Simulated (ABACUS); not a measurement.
The system is Ge.

```
CELL_PARAMETERS angstrom
0.00000 2.82891 2.82891
2.82891 0.00000 2.82891
2.82891 2.82891 0.00000
ATOMIC_POSITIONS crystal
Ge 0.25000 0.25000 0.25000
Ge 0.00000 0.00000 0.00000
```

Base run:

| Quantity | Value |
| --- | --- |
| Program | ABACUS 3.10.1 |
| Functional | TM |
| Potentials or basis | SG15 ONCV 1.2 PBE |
| Cutoff | 1238 eV |
| Density cutoff | 4952 eV |
| Basis | plane waves |
| k mesh | 5 × 5 × 5 |
| Occupations | fermi-dirac, width 0.05 eV |
| Spin | no spin polarisation |

Its results: band gap on the k mesh 0.29 eV, direct; pressure -0.9 GPa.

Task: The run is repeated on the same cell with these changes: functional from TM to rSCAN. What comes out?

Result: Band gap on the k mesh none (metal or under the smearing width); pressure -1.2 GPa.

Caveats: some runs use coarse meshes; the potentials were made for another functional, which shifts forces and pressure; an odd mesh through Γ misses points on the zone boundary, where band edges often lie (some runs); this crystal is a semiconductor, whose small gap the functional closes, so the metal is an error of the method (some runs).
